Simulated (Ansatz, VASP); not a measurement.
One calculation of AlNi, two programs

```
Al Ni
1.0
     2.88100    0.00000    0.00000
     0.00000    2.88100    0.00000
     0.00000    0.00000    2.88100
Al Ni
1 1
Direct
  0.00000 0.00000 0.00000
  0.50000 0.50000 0.50000
```

Alike in both runs: task single point; functional LDA; k mesh 6 × 6 × 6; occupations gaussian, width 0.1 eV; no spin polarisation.

|  | VASP | Ansatz |
| --- | --- | --- |
| version | VASP 6.6.1 | Ansatz 0.2.0 |
| potentials or method | VASP PAW LDA potentials, release 64 (Al, Ni) | scalar-relativistic, plane waves, PAW |
| plane-wave cutoff (eV) | 520 | 420 |
| valence electrons in the cell | 13 | 21 |

|  | VASP | Ansatz | Ansatz less VASP |
| --- | --- | --- | --- |
| gap on the k mesh at the Fermi level (eV) | none | none | - |
| pressure (GPa) | -7.8 | -8.2 | -0.40 |

A gap of «none» marks a metal or a gap that the smearing closes. The two sets of potentials don't hold the same shells in valence.

Caveats: the k mesh is coarse (spacing up to 0.36 Å⁻¹), so the values aren't converged. Spin polarisation is off, so any magnetic state and its effect on volume and gap are missing.
